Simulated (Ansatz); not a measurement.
LiBr built on the rocksalt prototype, relaxed with r2SCAN in the PAW code Ansatz: space group Fm-3m (No. 225), cubic; a = 5.479 Å in the conventional setting, 20.56 Å³ an atom. Li has 6 Br at 2.74 Å; Br has 6 Li at 2.74 Å. The primitive cell holds 2 atoms in 41.12 Å³. Calculated for a static, non-magnetic cell.

Computed values: HSE06 (6×6×6) gives a least gap of 6.21 eV, with the direct gap within 0.05 eV of it. In PBE's bands the lowest conduction level rises by 0.141 eV from Γ to the point 0.1147 1/Å along Γ–X; the direct gap at Γ is 4.99 eV. r2SCAN's ε∞ is 3.22.

What is the density?
The cell holds 1 Li, 1 Br: M = 1×6.940 + 1×79.904 = 86.84 u in V = 41.12 Å³. ρ = 1.66054 × M/V = 1.66054 × 86.84/41.12 = 3.507 g/cm³, for the static r2SCAN lattice.

At what wavelength does absorption set in by HSE06, excitons left aside?
λ = 1239.84 eV nm/E: 200 nm for the least gap. That lies in the ultraviolet, so by this gap the crystal is transparent to visible light.

Estimate the electron mass at Γ from the rise of PBE's conduction level.
A parabola gives m*/mₑ = (ħ²/2mₑ) k²/ΔE = 3.810 × 0.1147²/0.141 = 0.355. The band flattens away from Γ; with E(1 + E/E_g) = ħ²k²/2m* the mass at the edge is 0.355/(1 + 0.141/4.99) = 0.346 (1/E_g is only a rough value for the bending). It is PBE's mass, and a gap that is too small makes it too light.

What refractive index and reflectivity at normal incidence follow, below the gap and above the phonons?
n = √3.22 = 1.794; R = ((n − 1)/(n + 1))² = (0.794/2.794)² = 8.1 % a face.

The runs are scalar-relativistic, without spin-orbit coupling.

Where an edge lies off the special points, it is a point of the mesh or the k point where a search put PBE's edge or least direct gap, reused for the other functionals, whose own edges may lie a little apart.

The meshes of the hybrids are coarse, so their gaps aren't converged to the digits shown.
